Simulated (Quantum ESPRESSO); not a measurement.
**InAs in Quantum ESPRESSO: the effect of target pressure**

Crystal: InAs.

```
In As
1.0
     0.00000    3.01800    3.01800
     3.01800    0.00000    3.01800
     3.01800    3.01800    0.00000
In As
1 1
Direct
  0.00000 0.00000 0.00000
  0.75000 0.75000 0.75000
```

Alike in all runs:

```yaml
Program: Quantum ESPRESSO 7.5
Task: phonons
Functional: PBE
Potentials_or_basis: PseudoDojo 0.4.1 SR PBE standard
Cutoff: 1143 eV
Density_cutoff: 4572 eV
k_mesh: 7 × 7 × 7
Occupations: cold, width 0.2 eV
Spin: no spin polarisation
```

Each run relaxes the cell or the atoms first.

| target pressure | relaxed volume (Å³/atom) | highest phonon frequency (cm⁻¹) |
| --- | --- | --- |
| 5 GPa | 27.23 | 219 |
| 10 GPa | 25.60 | 240 |
| 15 GPa | ? | ? |

**Question.** What does the run with target pressure 15 GPa give?

**Answer.** Relaxed volume 24.38 Å³/atom; highest phonon frequency 257 cm⁻¹.

Caveats: the mesh is thin for the phonons of a metal; the cell is more than 3 GPa from zero pressure, which shifts response properties.
